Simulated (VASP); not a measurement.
## As: single point with r2SCAN

Crystal: As.

```
As
1.0
     1.89439    1.09373    3.36161
    -1.89439    1.09373    3.36161
     0.00000   -2.18745    3.36161
As
2
Cartesian
  0.0000 0.0000 2.3252
  0.0000 0.0000 7.7597
```

```json
{
  "Program": "VASP 6.6.1",
  "Task": "single point",
  "Functional": "r2SCAN",
  "Potentials or basis": "VASP PAW PBE potentials, release 64 (As)",
  "Cutoff": "520 eV",
  "k mesh": "15 × 15 × 15",
  "Occupations": "gaussian, width 0.1 eV",
  "Spin": "no spin polarisation"
}
```

- Pressure: 1.3 GPa
- Largest force: 0.249 eV/Å
- Band gap on the k mesh: none (metal or under the smearing width)

Forces on the atoms (eV/Å):
```
As   0.000  0.000 -0.249
As   0.000  0.000  0.249
```

Stress tensor (GPa, compression positive):
```
0.93 0.00 0.00
0.00 0.93 0.00
0.00 0.00 2.13
```

Levels at points of the mesh, in eV from the Fermi level:
```csv
k point,band 3,band 4,band 5,band 6,band 7,band 8
"(0.00, 0.00, 0.00)",-2.67,-2.40,-2.40,2.16,3.17,3.17
```

It took 8 min on 1 thread of AMD EPYC 9R45 (Zen 5), on a shared host, peak memory 0.25 GiB.

Caveat: the PAW data sets were made with another functional, which shifts forces and pressure a little.
